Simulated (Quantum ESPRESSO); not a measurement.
The system is MnS.

```
Mn S
1.0
     0.00000    2.60450    2.60450
     2.60450    0.00000    2.60450
     2.60450    2.60450    0.00000
Mn S
1 1
Direct
  0.00000 0.00000 0.00000
  0.50000 0.50000 0.50000
```

* Program: Quantum ESPRESSO 7.5
* Task: phonons
* Functional: PBE
* Potentials or basis: JTH 2.0 PBE
* Cutoff: 735 eV
* Density cutoff: 4408 eV
* k mesh: 9 × 9 × 9
* Occupations: methfessel-paxton, width 0.2 eV
* Spin: collinear spin, ferromagnetic start
* Starting moments: [4.0, 0.0] μB
* Mixing beta: 0.3
* Most SCF iterations: 120
* SCF threshold: 4e-10 Ry

The cell and the atoms were relaxed first, to 16.86 Å³/atom (a = 3.626 Å, b = 3.626 Å, c = 3.626 Å, α = 60.00°, β = 60.00°, γ = 60.00°), and the response was taken there.

What is the highest optical frequency at the zone centre?

218 cm⁻¹, a mode of symmetry T1u (IR).

Optical modes at Γ, degenerate ones joined:
```csv
cm⁻¹,components,symmetry,active in
218,3,T1u,IR
```

Caveat: a cell with one magnetic atom can't hold antiferromagnetic order, which such compounds often take.
